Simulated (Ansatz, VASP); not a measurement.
**One calculation of BiTe, two programs**

```xyz
2
Lattice="0.0000 3.1690 3.1690 3.1690 0.0000 3.1690 3.1690 3.1690 0.0000" Properties=species:S:1:pos:R:3 pbc="T T T"
Bi    0.0000    0.0000    0.0000
Te    3.1690    3.1690    3.1690
```

Change from the starting cell: volume scaled by 0.94.

Alike in both runs: task single point; functional PBEsol; k mesh 7 × 7 × 7; occupations fermi-dirac, width 0.05 eV; no spin polarisation.

```csv
,VASP,Ansatz
version,VASP 6.6.1,Ansatz 0.2.0
potentials or method,"VASP PAW PBE potentials, release 64 (Bi_d, Te)",Ansatz PAW
plane-wave cutoff (eV),520,420
valence electrons in the cell,21,31
```

|  | VASP | Ansatz | Ansatz less VASP |
| --- | --- | --- | --- |
| gap on the k mesh at the Fermi level (eV) | none | none | - |
| pressure (GPa) | 1.7 | 1.7 | +0.01 |

A gap of «none» marks a metal or a gap that the smearing closes. The two sets of potentials don't hold the same shells in valence.

Caveats: spin-orbit coupling is left out, which moves the levels of the heavy elements; the PAW data sets were made with another functional, which shifts forces and pressure a little (VASP); the PAW data sets come from PBE, with cores solved anew for the run's functional, which leaves a small shift of forces and pressure (Ansatz).
